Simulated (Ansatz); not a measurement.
NiO: field gradients at two levels of theory

Cell: a COD entry, whose atoms a relaxation with PBE at fixed cell left in place.

```
CELL_PARAMETERS angstrom
0.00000 2.09503 2.09503
2.09503 0.00000 2.09503
2.09503 2.09503 0.00000
ATOMIC_POSITIONS crystal
Ni 0.00000 0.00000 0.00000
O 0.50000 0.50000 0.50000
```

Atoms are numbered from 1 in the order listed; like atoms form one site, named after its first atom.

First run. All values are calculated (Ansatz; DFT, PBE, plane waves and PAW, scalar-relativistic, collinear spin, 420 eV cutoff, Γ-centred 19×19×19 k-points, Fermi–Dirac smearing 0.05 eV), not measured. Start moments as typed (μB): 2 on each Ni, none on the rest.

```csv
site,atom,V_zz (10²¹ V/m²),η,m (μB)
Ni,1,0.00,–,1.42
```

Second run. The same atoms and settings, except that the functional is r2SCAN and the cutoff is 500 eV.

(1) What does the second run give?

## Answers

(1) 

| site | atom | V_zz | η | change of V_zz | m (μB) |
| --- | --- | --- | --- | --- | --- |
| Ni | 1 | 0.00 | – | 0.00 | 1.67 |

No V_zz moves by more than 0.01. Other sites without a gradient aren't listed. The absolute magnetisation of the cell goes from 1.8 to 2.0 μB. The first run finds no gap above 0.1 eV, the second does.

Measured NiO orders antiferromagnetically, but in this run all moments are parallel, as the start or the cell imposes: fields and spin densities carried over to other atoms belong to this order alone, and gaps, moments and gradients can differ too.
For the first run: Semilocal functionals can leave a metal where correlation in the d or f shell opens a gap in the real compound, and that would change the values at and beside Ni.
For the second run: The program didn't check the stability of this electronic state in full, so a lower one may lie near.
